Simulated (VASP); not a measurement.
A run of VASP 6.6.1 is set up as follows.

Contents of INCAR:

```
PREC = Accurate
ENCUT = 600
EDIFF = 1E-6
ISMEAR = 0
SIGMA = 0.03
LREAL = False
LASPH = True
NELM = 80
ALGO = Normal
ISIF = 3
LWAVE = False
LCHARG = False
GGA = CA
IBRION = 2
NSW = 90
EDIFFG = -0.01
KPAR = 4
```

The input KPOINTS:

```
Automatic mesh
0
Gamma
  4 8 2
```

File POSCAR:

```
Te2Mo
1.0
    6.3300000000      0.0000000000      0.0000000000
    0.0000000000      3.4690000000      0.0000000000
   -0.9467947088      0.0000000000     13.8276237937
Te Mo
8 4
Direct
    0.5568000000      0.7500000000      0.3516000000
    0.4432000000      0.2500000000      0.6484000000
    0.5888000000      0.2500000000      0.1045000000
    0.4112000000      0.7500000000      0.8955000000
    0.0970000000      0.7500000000      0.1486000000
    0.9030000000      0.2500000000      0.8514000000
    0.0563000000      0.2500000000      0.3955000000
    0.9437000000      0.7500000000      0.6045000000
    0.3181000000      0.7500000000      0.5066000000
    0.6819000000      0.2500000000      0.4934000000
    0.1833000000      0.2500000000      0.0074000000
    0.8167000000      0.7500000000      0.9926000000
```

Potentials or basis: VASP PAW LDA potentials, release 64 (Te, Mo_sv).

Launch:

```sh
$ cat potpaw_LDA.64/Te/POTCAR potpaw_LDA.64/Mo_sv/POTCAR > POTCAR
$ mpirun -np 4 vasp_std > vasp.out
```

Predict the space group after relaxing (to 0.05 Å).

P2_1/m (No. 11).

Predict the band gap on the k mesh.

none (metal or under the smearing width).

Estimate the relaxed cell.

a = 6.306 Å, b = 3.444 Å, c = 13.291 Å, α = 90.00°, β = 93.89°, γ = 90.00°.

Step by step:
```tsv
step	energy change (eV)	largest force (eV/Å)	pressure (GPa)	volume (Å³)
1	0.0000	0.3573	-3.18	303.64
2	0.1962	1.2643	6.19	282.10
3	-0.0901	0.1980	-0.13	295.65
4	-0.0901	0.2094	-0.07	295.49
5	-0.0980	0.1358	-0.04	294.64
6	-0.1026	0.1709	0.03	293.19
7	-0.1075	0.1219	-0.01	292.70
8	-0.1116	0.0637	-0.09	291.39
9	-0.1165	0.0761	0.04	290.41
10	-0.1191	0.1284	0.22	289.12
11	-0.1230	0.1179	-0.36	289.70
12	-0.1233	0.1195	-0.25	289.59
13	-0.1260	0.0737	0.05	288.38
14	-0.1260	0.0777	0.08	288.25
15	-0.1277	0.0281	-0.01	288.17
16	-0.1277	0.0319	-0.02	288.16
17	-0.1278	0.0099	0.01	288.04
```

The run has no spin-orbit coupling, so splittings on Te are missing. LDA usually gives volumes a few per cent too small.
